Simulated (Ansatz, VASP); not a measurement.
## SiGe in VASP and in Ansatz

```
Si Ge
1.0
     3.97007    0.00000    0.00000
    -1.98504    3.43818    0.00000
     0.00000    0.00000    6.56096
Si Ge
2 2
Direct
  0.66667 0.33333 0.87450
  0.33333 0.66667 0.37450
  0.66667 0.33333 0.52395
  0.33333 0.66667 0.02395
```

Alike in both runs: task single point; functional LDA; k mesh 12 × 12 × 6; occupations gaussian, width 0.03 eV; no spin polarisation.

```csv
,VASP,Ansatz
version,VASP 6.6.1,Ansatz 0.2.0
potentials or method,"VASP PAW LDA potentials, release 64 (Si, Ge_d)","scalar-relativistic, plane waves, PAW"
plane-wave cutoff (eV),520,420
valence electrons in the cell,36,36
```

|  | VASP | Ansatz | Ansatz less VASP |
| --- | --- | --- | --- |
| gap on the k mesh at the Fermi level (eV) | none | none | - |
| pressure (GPa) | -4.9 | -4.9 | -0.03 |
| largest component of the traceless stress (GPa) | 4.99 | 4.97 | -0.020 |
| rms of the force components (eV/Å) | 1.144 | 1.141 | -0.0031 |

Atom by atom the forces differ by 0.003 eV/Å (rms over components). A gap of «none» marks a metal or a gap that the smearing closes. Ansatz warned: «pseudo_functional_mismatch».

Caveats: forces of over 1 eV/Å show positions far from the minimum, so gaps and moduli don't describe the material at rest.
